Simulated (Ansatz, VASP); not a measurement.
One calculation of Zn2N, two programs

The input INCAR:

```
SYSTEM = Zn2N
PREC = Accurate
ENCUT = 520
EDIFF = 1E-6
ISMEAR = 0
SIGMA = 0.1
LREAL = .False.
LASPH = .True.
NELM = 100
ALGO = Normal
ISIF = 2
LWAVE = .False.
LCHARG = .False.
GGA = PE
NBANDS = 38
```

Contents of KPOINTS:

```
regular mesh
0
Gamma
  6 6 2
  0 0 0
```

POSCAR

```
Zn2N
1.0
    3.4519725150      0.0000000000      0.0000000000
   -1.7259862575      2.9894958912      0.0000000000
    0.0000000000      0.0000000000      8.1919099975
Zn N
4 2
Direct
    0.6666666667      0.3333333333      0.0000000000
    0.6666666667      0.3333333333      0.5000000000
    0.0000000000      0.0000000000      0.7221592642
    0.0000000000      0.0000000000      0.2778407358
    0.6666666667      0.3333333333      0.7735510172
    0.6666666667      0.3333333333      0.2264489828
```

Input for Ansatz:

```yaml
crystal:
  lattice:
    - [3.451972515, 0.0, 0.0]
    - [-1.7259862575, 2.9894958912, 0.0]
    - [0.0, 0.0, 8.1919099975]
  atoms:
    - { symbol: Zn, position: [0.6666666667, 0.3333333333, 0.0] }
    - { symbol: Zn, position: [0.6666666667, 0.3333333333, 0.5] }
    - { symbol: Zn, position: [0.0, 0.0, 0.7221592642] }
    - { symbol: Zn, position: [0.0, 0.0, 0.2778407358] }
    - { symbol: "N", position: [0.6666666667, 0.3333333333, 0.7735510172] }
    - { symbol: "N", position: [0.6666666667, 0.3333333333, 0.2264489828] }
basis:
  ecutwfc: 420
kpoints:
  mp_grid: { grid: [6, 6, 2] }
hamiltonian:
  xc: pbe
scf:
  occupations: { method: gaussian, width: 0.1 }
  lower_state_search: "off"
output:
  forces: true
  stress: true
  eigenvalues: true
```

Change from the starting cell: the structure that the rattled cell fell into.

Alike in both runs: task single point; functional PBE; k mesh 6 × 6 × 2; occupations gaussian, width 0.1 eV; no spin polarisation.

```csv
,VASP,Ansatz
version,VASP 6.6.1,Ansatz 0.2.0
potentials or method,"VASP PAW PBE potentials, release 64 (Zn, N)","scalar-relativistic, plane waves, PAW"
plane-wave cutoff (eV),520,420
valence electrons in the cell,58,58
```

VASP gave:

* gap on the k mesh at the Fermi level (eV): none
* pressure (GPa): 0.8
* largest component of the traceless stress (GPa): 0.52
* rms of the force components (eV/Å): 0.011

Q: Which values does Ansatz return?

A: gap on the k mesh at the Fermi level (eV): none; pressure (GPa): 0.2; largest component of the traceless stress (GPa): 0.21; rms of the force components (eV/Å): 0.031.

Atom by atom the forces differ by 0.024 eV/Å (rms over components). A gap of «none» marks a metal or a gap that the smearing closes. The functional is the same, so the differences come from potentials, cutoffs and numerics.

Caveats: the k mesh is coarse (spacing up to 0.38 Å⁻¹), so the values aren't converged.
